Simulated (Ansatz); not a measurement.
# Ag: further runs on the relaxed cell

The task here is to estimate one member of a computed series from the others.

Program: Ansatz 0.2.0. Level of theory: DFT PBE, scalar-relativistic, plane waves, PAW. These are calculated values, not measurements.

1 further run of the same task is left out (set aside as unsound or not needed).

### The structure to begin with

Symmetry: Fm-3m, No. 225, cubic system. The conventional cell has a = 4.147 Å, b = 4.147 Å, c = 4.147 Å, α = 90.00°, β = 90.00°, γ = 90.00°. Around Ag (site symmetry m-3m) lie 12 Ag at 2.93 Å.

As a file:

```cif
data_structure
_symmetry_space_group_name_H-M 'P 1'
_symmetry_Int_Tables_number 1
_cell_length_a 2.9325
_cell_length_b 2.9325
_cell_length_c 2.9325
_cell_angle_alpha 60.000
_cell_angle_beta 60.000
_cell_angle_gamma 60.000
_cell_volume 17.83
loop_
_atom_site_label
_atom_site_type_symbol
_atom_site_fract_x
_atom_site_fract_y
_atom_site_fract_z
_atom_site_occupancy
Ag1 Ag 0.00000 0.00000 0.00000 1
```

This cell was relaxed beforehand with the same method: volume 17.83 Å³/atom, gap on the mesh none (metal).

Set-up of the first run:

input.yaml reads:

```yaml
crystal:
  lattice:
    - [0.0, 2.0735893382, 2.0735893382]
    - [2.0735893382, 0.0, 2.0735893382]
    - [2.0735893382, 2.0735893382, 0.0]
  atoms:
    - { symbol: Ag, position: [0.0, 0.0, 0.0] }
basis:
  ecutwfc: 420
kpoints:
  mp_grid: { grid: [18, 18, 18] }
  band_path:
    path:
      - [[0.0, 0.0, 0.0], [0.5, 0.0, 0.5], [0.625, 0.25, 0.625]]
      - [[0.375, 0.375, 0.75], [0.0, 0.0, 0.0], [0.5, 0.5, 0.5], [0.5, 0.25, 0.75], [0.5, 0.0, 0.5]]
    npoints: 14
hamiltonian:
  xc: pbe
scf:
  occupations: { method: gaussian, width: 0.1 }
  n_extra_bands: 6
output:
  forces: true
  stress: true
  eigenvalues: true
  populations: true
  dos: { projected: true, de: 0.02, nscf_kmesh: { grid: [27, 27, 27] } }
  bader: true
  write_density: true
  write_potential: true
  elf: true
  volumetric_format: npy
```

Run with:

```bash
> ansatz run input.yaml --threads 1 --pin off --max-ram 2560MiB --backend cpu --events-out ev --progress --plain --runs-dir out
```

Among the steps run: Bands, states and charges; Point at V/V0 = 0.97; Volume × 1.03; Point at V/V0 = 0.94; The cell scaled to 1.06 of its volume.

One table of the session follows, with a row left open; its other results are not shown here.

It belongs to the step «Energy against volume». 

```
volume (Å³/atom)  energy above the lowest point (meV/atom)  pressure (GPa)
          16.762                                      21.3            6.83
          17.297                                         ?               ?
          17.832                                       0.0            0.01
          18.367                                       4.3           -2.48
          18.902                                      16.1           -4.49
```

Q: Estimate the row for volume (Å³/atom) = 17.297 from the others.

Worked estimate for «energy above the lowest point (meV/atom)». A straight line through the neighbours (16.762, 21.3) and (17.832, 0.0) gives 21.3 + (0.0 − 21.3) × (17.297 − 16.762) / (17.832 − 16.762) = 10.7; a parabola fitted to 3 rows on both sides gives 5.7.

As computed: energy above the lowest point (meV/atom): 4.9; pressure (GPa): 3.07. In «energy above the lowest point (meV/atom)» the line misses by +5.8 and the parabola by +0.8.
